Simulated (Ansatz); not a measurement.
# RbBr squeezed and stretched

A database entry relaxed whole under r2SCAN (Fm-3m):

```
Rb Br
1.0
     0.00000    3.46190    3.46190
     3.46190    0.00000    3.46190
     3.46190    3.46190    0.00000
Rb Br
1 1
Direct
  0.00000 0.00000 0.00000
  0.50000 0.50000 0.50000
```

The cell was scaled uniformly, its shape held, and the atoms relaxed at each volume with plane-wave PAW DFT (Ansatz 0.2.0; r2SCAN, 500 eV, 8×8×8 Γ-centred mesh, fermi-dirac occupations of width 0.020 eV; no spin, no spin-orbit coupling). One row is withheld.

```json
{"volume (Å³/atom)": "39.001", "energy over the lowest (meV/atom)": "7.7", "pressure (GPa)": "1.03", "gap over mesh and path (eV)": "5.055"}
{"volume (Å³/atom)": "39.830", "energy over the lowest (meV/atom)": "3.3", "pressure (GPa)": "0.65", "gap over mesh and path (eV)": "4.997"}
{"volume (Å³/atom)": "40.660", "energy over the lowest (meV/atom)": "?", "pressure (GPa)": "?", "gap over mesh and path (eV)": "?"}
{"volume (Å³/atom)": "41.490", "energy over the lowest (meV/atom)": "0.0", "pressure (GPa)": "0.01", "gap over mesh and path (eV)": "4.890"}
{"volume (Å³/atom)": "42.320", "energy over the lowest (meV/atom)": "0.6", "pressure (GPa)": "-0.25", "gap over mesh and path (eV)": "4.840"}
{"volume (Å³/atom)": "43.150", "energy over the lowest (meV/atom)": "2.5", "pressure (GPa)": "-0.49", "gap over mesh and path (eV)": "4.792"}
{"volume (Å³/atom)": "43.979", "energy over the lowest (meV/atom)": "5.6", "pressure (GPa)": "-0.69", "gap over mesh and path (eV)": "4.746"}
```

Task: Fit the pressures of the other rows to the third-order Birch-Murnaghan form.

Result: With f = [(V₀/V)^(2/3) − 1]/2 and P = 3B₀f(1 + 2f)^(5/2)[1 + 3(B₀′ − 4)f/2], least squares gives V₀ = 41.53 Å³ an atom, B₀ = 14 GPa and B₀′ = 5.1; the rows miss the fit by less than 0.01 GPa. The slope of the energies differs from these pressures by less than 0.05 GPa.

Task: How does the gap move with volume?

Result: A parabola in ln(V/V₀) through the other rows has the slope dE_g/d ln V = -2.6 eV at V₀, so by B₀ the gap moves by +183 meV a GPa: it widens under pressure.

Task: What does the withheld row hold?

Result: The fit gives 0.31 GPa at 40.660 Å³; the run gave 0.31 GPa and 0.8 meV an atom. Its gap is 4.942 eV, against 4.942 eV from the parabola.

Caveats: the shape of the cell was held; 0 K, fixed nuclei; the symmetry was kept, and this need not be the phase that is stable at 0 K; one mesh for all volumes; r2SCAN gaps lie as a rule under measured ones; the slope of the gap can be off by tens of per cent, more where shallow d levels or spin-orbit coupling act on the edges; no spin-orbit coupling, which narrows gaps of heavier elements; pressure is positive in compression.
